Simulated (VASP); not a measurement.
GaAs:

```
CELL_PARAMETERS angstrom
0.00000 2.83140 2.83140
2.83140 0.00000 2.83140
2.83140 2.83140 0.00000
ATOMIC_POSITIONS crystal
Ga 0.00000 0.00000 0.00000
As 0.25000 0.25000 0.25000
```

Base run:

| Quantity | Value |
| --- | --- |
| Program | VASP 6.6.1 |
| Functional | HSE06 |
| Potentials or basis | VASP PAW PBE potentials, release 64 (Ga_d, As) |
| Cutoff | 520 eV |
| k mesh | 6 × 6 × 6 |
| Occupations | gaussian, width 0.03 eV |
| Spin | no spin polarisation |

Its results: band gap on the k mesh 1.39 eV, direct; pressure 0.6 GPa.

Q: The run is repeated on the same cell with these changes: functional from HSE06 to PBE0. What comes out?

A: Band gap on the k mesh 1.98 eV, direct; pressure 0.4 GPa.

Caveats: the PAW data sets were made with another functional, which shifts forces and pressure a little.
